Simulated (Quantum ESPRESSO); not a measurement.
TiC: zone-centre phonons under several settings

```
Ti C
1.0
     0.00000    2.16572    2.16572
     2.16572    0.00000    2.16572
     2.16572    2.16572    0.00000
Ti C
1 1
Direct
  0.00000 0.00000 0.00000
  0.50000 0.50000 0.50000
```

The cell is a database's computed one.

All runs used Quantum ESPRESSO 7.5; k mesh 9 × 9 × 9; relaxed cell; no spin polarisation; cutoff 1143 eV; occupations cold, width 0.2 eV.

| level | potentials | volume (Å³/atom) | lowest optical mode without the field (cm⁻¹) |
| --- | --- | --- | --- |
| LDA | PseudoDojo 0.4.1 SR LDA standard | 9.68 | 563 |
| PBE | PseudoDojo 0.4.1 SR PBE standard | ? | ? |
| PBEsol | PseudoDojo 0.4.1 SR PBEsol standard | 9.90 | 553 |
| WC | PseudoDojo 0.4.1 SR PBE standard | 9.94 | 550 |
| AM05 | PseudoDojo 0.4.1 SR PBE standard | 9.87 | 557 |
| RPBE | PseudoDojo 0.4.1 SR PBE standard | 10.32 | 514 |
| vdW-DF-cx | PseudoDojo 0.4.1 SR PBE standard | 9.97 | 552 |

What stands in the row left open?

Volume 10.17 Å³/atom; lowest optical mode without the field 529 cm⁻¹.

Caveats: the mesh is thin for the phonons of a metal; the potentials were made for another functional, which shifts forces and pressure (some runs).

For the row left open. Caveat: the mesh is thin for the phonons of a metal.
